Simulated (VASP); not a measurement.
# CaSe (Fm-3m) in VASP: a series of runs, part 2 of 2

VASP 6.6.1. Earlier steps stand in the parts before.

### Step 5. Single point, r2SCAN

INCAR

```
SYSTEM = CaSe
PREC = Accurate
ENCUT = 450
EDIFF = 1E-6
ISMEAR = 0
SIGMA = 0.5
LREAL = .FALSE.
LASPH = .TRUE.
NELM = 100
ALGO = Normal
ISIF = 2
LWAVE = .FALSE.
LCHARG = .FALSE.
METAGGA = R2SCAN
LMIXTAU = .TRUE.
ADDGRID = .FALSE.
```

KPOINTS

```
regular mesh
0
G
  7 7 7
  0 0 0
```

POSCAR

```
CaSe
1.0
    0.0000000000      2.9560000000      2.9560000000
    2.9560000000      0.0000000000      2.9560000000
    2.9560000000      2.9560000000      0.0000000000
Se Ca
1 1
Direct
    0.5137070000      0.4880300000      0.5023060000
    0.0084580000     -0.0027510000     -0.0091450000
```

Command:

```sh
$ cat potpaw_PBE.64/Se/POTCAR potpaw_PBE.64/Ca_sv/POTCAR > POTCAR
$ mpirun -np 1 vasp_std > vasp.out
```

Wall time 4.6 min (1 thread of Intel Xeon Platinum 8488C (Sapphire Rapids), shared host); peak memory 0.25 GiB.

The run converged, but some of its settings lie outside the range that counts as converged, so its numbers aren't taken as properties of the crystal.

Results:

| Item | Value |
| --- | --- |
| Free energy | -25.9710 eV |
| Pressure | 0.9 GPa |
| Largest force | 0.176 eV/Å |
| Band gap on the k mesh | 2.56 eV, indirect (least direct gap 3.48 eV) |

Caveat: the PAW data sets were made with another functional, which shifts forces and pressure a little; an odd mesh through Γ misses points on the zone boundary, where band edges often lie.

### Step 6. Single point, r2SCAN

Edit INCAR of step 5 so:

```diff
@@ -5,3 +5,3 @@
 ISMEAR = 0
-SIGMA = 0.5
+SIGMA = 0.2
 LREAL = .FALSE.
```

KPOINTS is that of step 5.

POSCAR

```
CaSe
1.0
    0.0000000000      2.9560000000      2.9560000000
    2.9560000000      0.0000000000      2.9560000000
    2.9560000000      2.9560000000      0.0000000000
Se Ca
1 1
Direct
    0.5000000000      0.5000000000      0.5000000000
    0.0000000000      0.0000000000      0.0000000000
```

Potentials or basis: VASP PAW PBE potentials, release 64 (Se, Ca_sv).

Command:

```sh
$ cat potpaw_PBE.64/Se/POTCAR potpaw_PBE.64/Ca_sv/POTCAR > POTCAR
$ mpirun -np 1 vasp_std > vasp.out
```

OUTCAR:

```text
SYSTEM = CaSe
   PREC = Accurate
   ENCUT = 450
   EDIFF = 1E-6
   ISMEAR = 0
   LREAL = .FALSE.
   LASPH = .TRUE.
   NELM = 100
   ISIF = 2
   METAGGA = R2SCAN

 Found     20 irreducible k-points:

 Following reciprocal coordinates:
            Coordinates               Weight
  0.000000  0.000000  0.000000      1.000000
  0.142857  0.000000  0.000000      8.000000
  0.285714  0.000000  0.000000      8.000000
  0.428571  0.000000  0.000000      8.000000
  0.142857  0.142857  0.000000      6.000000
  0.285714  0.142857  0.000000     24.000000
   k-points           NKPTS =     20   k-points in BZ     NKDIM =     20   number of bands    NBANDS=     12
   number of dos      NEDOS =    301   number of ions     NIONS =      2
   total plane-waves  NPLWV =  27000
   dimension x,y,z NGX =    30 NGY =   30 NGZ =   30
   dimension x,y,z NGXF=    60 NGYF=   60 NGZF=   60
   ions per type =               1   1
   NGX,Y,Z   is equivalent  to a cutoff of  11.93, 11.93, 11.93 a.u.
   NGXF,Y,Z  is equivalent  to a cutoff of  23.86, 23.86, 23.86 a.u.
 SYSTEM =  CaSe
   PREC   = accura    normal or accurate (medium, high low for compatibility)
   ISTART =      0    job   : 0-new  1-cont  2-samecut
   ICHARG =      2    charge: 1-file 2-atom 10-const
   ISPIN  =      1    spin polarized calculation?
   LNONCOLLINEAR =      F non collinear calculations
   LSORBIT =      F    spin-orbit coupling
   LASPH  =      T    aspherical Exc in radial PAW
   ENCUT  =  450.0 eV  33.07 Ry    5.75 a.u.   7.23  7.23  7.23*2*pi/ulx,y,z
   NELM   =    100;   NELMIN=  2; NELMDL= -5     # of ELM steps
   EDIFF  = 0.1E-05   stopping-criterion for ELM
   LREAL  =      F    real-space projection
   EDIFFG = 0.1E-04   stopping-criterion for IOM
   NSW    =      0    number of steps for IOM
   IBRION =     -1    ionic relax: 0-MD 1-quasi-New 2-CG
   NFREE  =      0    steps in history (QN), initial steepest desc. (CG)
   ISIF   =      2    stress and relaxation
   ISYM   =      2    0-nonsym 1-usesym 2-fastsym
   POTIM  = 0.5000    time-step for ionic-motion
   TEBEG  =    0.0;   TEEND  =   0.0 temperature during run
   PSTRESS=    0.0 pullay stress
   NELECT =      16.0000    total number of electrons
   NUPDOWN=      -1.0000    fix difference up-down
   EMIN   =  10.00;   EMAX   =-10.00  energy-range for DOS
   EFERMI =   0.00;   METHOD = LEGACY
   ISMEAR =     0;   SIGMA  =   0.20  broadening in eV -4-tet -1-fermi 0-gaus
   EFERMI_NEDOS =   21; number of points for ismear=-14 and -15
   IALGO  =     38    algorithm
   IMIX   =      4    mixing-type and parameters
     AMIX     =   0.40;   BMIX     =  1.00
     AMIX_MAG =   1.60;   BMIX_MAG =  1.00
  volume/ion in A,a.u.               =      25.83       174.30
  Fermi-wavevector in a.u.,A,eV,Ry     =   1.107645  2.093145 16.692666  1.226876
  Thomas-Fermi vector in A             =   2.244161
   LORBIT       =      0    0 simple, 1 ext, 2 COOP (PROOUT), +10 PAW based schemes
   METAGGA = R2SCAN    functional components
   LHFCALC =     F    Hartree Fock is set to
   AEXX    =    0.0000 exact exchange contribution
   IVDW    =     0    specifies the selected vdW correction
   LEPSILON=     F    determine dielectric tensor
   LRPA    =     F    only Hartree local field effects (RPA)
 non-spin polarized calculation
 Gauss-broadening in eV      SIGMA  =   0.20
  energy-cutoff  :      450.00
  volume of cell :       51.66
 maximum number of plane-waves:      1139
 NGX is ok and might be reduce to    30
   NGX = 15   NGY = 15   NGZ = 15

 number of electron      15.9999998 magnetization

 Free energy of the ion-electron system (eV)
  ---------------------------------------------------
  ext. energy  EPLUGINS =         0.00000000
  ---------------------------------------------------
  free energy    TOTEN  =       -25.97560037 eV

  energy without entropy =      -25.97560037  energy(sigma->0) =      -25.97560037

 E-fermi :   3.1637     XC(G=0):  -9.5881

 val. band max:        2.1943278760   @ k =   0.0000   0.0000   0.0000
 cond. band min:       4.7474135294   @ k =   0.4286   0.4286   0.0000
 fundamental gap:      2.5530856534
 Fermi energy:         3.1636986506

 k-point     1 :       0.0000    0.0000    0.0000
  band No.  band energies     occupation
      1     -39.0950      2.00000
      2     -19.2066      2.00000
      3     -19.2066      2.00000
      4     -19.2065      2.00000
      5     -10.0058      2.00000
      6       2.1943      2.00000
      7       2.1943      2.00000
      8       2.1943      2.00000
      9       6.3421      0.00000
     10       6.4212      0.00000
     11       6.4212      0.00000
     12       6.4212      0.00000
[... 61 lines left out ...]
 k-point     6 :       0.2857    0.1429    0.0000
  band No.  band energies     occupation
      1     -39.0910      2.00000
      2     -19.2624      2.00000
      3     -19.2179      2.00000
      4     -19.2156      2.00000
      5      -9.6333      2.00000
      6       0.1539      2.00000
      7       1.4073      2.00000
      8       1.5449      2.00000
      9       5.9943      0.00000
     10       7.4029      0.00000
     11       7.5256      0.00000
     12       8.0624      0.00000

 [... further k-points ...]
[... 5 lines left out ...]
  --------------------------------------------------------------------------------------
  -------------------------------------------------------------------------------------
  Total        0.2739313      0.2739313      0.2739313      0.0000000      0.0000000      0.0000000
  in kB        8.4958901      8.4958901      8.4958901      0.0000000      0.0000000      0.0000000
  external PRESSURE =       8.4958901 kB  Pullay stress =       0.0000000 kB

 VOLUME and BASIS-vectors are now :
 -----------------------------------------------------------------------------
  energy-cutoff  :      450.00
  volume of cell :       51.66
      direct lattice vectors                 reciprocal lattice vectors
     0.000000000  2.956000000  2.956000000    -0.169147497  0.169147497  0.169147497
     2.956000000  0.000000000  2.956000000     0.169147497 -0.169147497  0.169147497
     2.956000000  2.956000000  0.000000000     0.169147497  0.169147497 -0.169147497

 POSITION                                       TOTAL-FORCE (eV/Angst)
 -----------------------------------------------------------------------------------
      2.95600      2.95600      2.95600         0.000000      0.000000      0.000000
      0.00000      0.00000      0.00000        -0.000000      0.000000     -0.000000
 -----------------------------------------------------------------------------------
    total drift:                               -0.000000      0.000000      0.000000

  FREE ENERGIE OF THE ION-ELECTRON SYSTEM (eV)
  ---------------------------------------------------
  free  energy   TOTEN  =       -25.9756003675 eV

  energy  without entropy=      -25.9756003675  energy(sigma->0) =      -25.97560037
```

It took 44 s on 1 thread of Intel Xeon Platinum 8488C (Sapphire Rapids), shared host; peak memory 0.16 GiB.

The run converged, but some of its settings lie outside the range that counts as converged, so its numbers aren't taken as properties of the crystal.

Results:

```yaml
Free_energy: -25.9756 eV
Pressure: 0.8 GPa
Band_gap_on_the_k_mesh: 2.55 eV, indirect (least direct gap 3.48 eV)
```

Caveat: the PAW data sets were made with another functional, which shifts forces and pressure a little; an odd mesh through Γ misses points on the zone boundary, where band edges often lie.
